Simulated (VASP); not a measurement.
CeO2, 3 atoms in the cell. The typed cell holds 3 atoms: a = 3.824 Å, b = 3.824 Å, c = 3.824 Å, α = 60.00°, β = 60.00°, γ = 60.00°.  The cell isn't the ideal one: atoms moved at random, drawn with an rms of 0.05 Å.

| Item | Value |
| --- | --- |
| Program | VASP 6.6.1 |
| Task | single point |
| Functional | PBE |
| Potentials or basis | VASP PAW PBE potentials, release 64 (Ce, O) |
| Cutoff | 520 eV |
| k mesh | 9 × 9 × 9 |
| Occupations | fermi-dirac, width 0.05 eV |
| Spin | collinear spin, ferromagnetic start |
| Starting moments | [1.0, 0.0, 0.0] μB |
| Further INCAR settings | ALGO = Normal; EDIFF = 1e-07; NBANDS = 23 |

Potentials or basis: VASP PAW PBE potentials, release 64 (Ce, O).

The run is started by

```sh
$ cat potpaw_PBE.64/Ce/POTCAR potpaw_PBE.64/O/POTCAR > POTCAR
$ mpirun -np 1 vasp_std > vasp.out
```

Hardware: 1 thread of AMD EPYC 9R45 (Zen 5), on a shared host.

Problem. How long does it take, and how much memory?

Solution. Wall time 9.9 min on 1 thread of AMD EPYC 9R45 (Zen 5), with other jobs on the host, peak memory 0.56 GiB. Counts: scf iterations 22, k points 365.
